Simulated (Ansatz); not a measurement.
# GaAs: convergence with LAPW's plane-wave cutoff

One table from this session's results is given with a row withheld; the runs are named, their logs left out.

Method: DFT, PBE, all-electron LAPW, scalar-relativistic, in Ansatz 0.2.0.

## Starting point

The structure is cubic, space group F-43m (No. 216). Conventional cell: a = 5.654 Å, b = 5.654 Å, c = 5.654 Å, α = 90.00°, β = 90.00°, γ = 90.00°. Ga (site symmetry -43m) has 4 As at 2.45 Å as nearest neighbours. As (site symmetry -43m) has 4 Ga at 2.45 Å as nearest neighbours.

Structure file:

```
Ga As
1.0
     0.00000    2.82685    2.82685
     2.82685    0.00000    2.82685
     2.82685    2.82685    0.00000
Ga As
1 1
Direct
  0.00000 0.00000 0.00000
  0.75000 0.75000 0.75000
```

The cell comes from a crystallographic database entry that wasn't checked; take it as a given geometry, which may be far from equilibrium.

Atoms are numbered in the order of the input: Ga1, As2.

Set-up of the first run:

input.yaml reads:

```yaml
crystal:
  lattice:
    - [0.0, 2.82685, 2.82685]
    - [2.82685, 0.0, 2.82685]
    - [2.82685, 2.82685, 0.0]
  atoms:
    - { symbol: Ga, position: [0.0, 0.0, 0.0] }
    - { symbol: As, position: [0.75, 0.75, 0.75] }
kpoints:
  mp_grid: { grid: [10, 10, 10] }
scf:
  occupations: { method: fermi_dirac, width: 0.08 }
hamiltonian:
  xc: pbe
  pseudopotentials: { kind: all_electron, lapw: { basis_error: 0.001 } }
output:
  forces: true
  stress: true
  eigenvalues: true
basis:
  ecutwfc: 120
```

Steps of the session up to this table: With plane-wave cutoff typed as 120 eV; With plane-wave cutoff typed as 150 eV; With plane-wave cutoff typed as 320 eV; With plane-wave cutoff typed as 400 eV.

One of the session's tables, all rows but one given; the rest of the session is left out.

| cutoff (eV) | pressure (GPa) |
| --- | --- |
| 120 | 5.52 |
| 150 | ? |
| 320 | 3.29 |
| 400 | 3.29 |

**Question.** Estimate the row for cutoff (eV) = 150.

Worked estimate for «pressure (GPa)». A straight line through the neighbours (120, 5.52) and (320, 3.29) gives 5.52 + (3.29 − 5.52) × (150 − 120) / (320 − 120) = 5.19; a parabola fitted to 3 rows on both sides gives 4.98.

As computed: pressure (GPa): 4.04. In «pressure (GPa)» the line misses by +1.15 and the parabola by +0.94. The values bend between the rows more than so simple an estimate can follow.

Energies are those extrapolated to zero smearing.
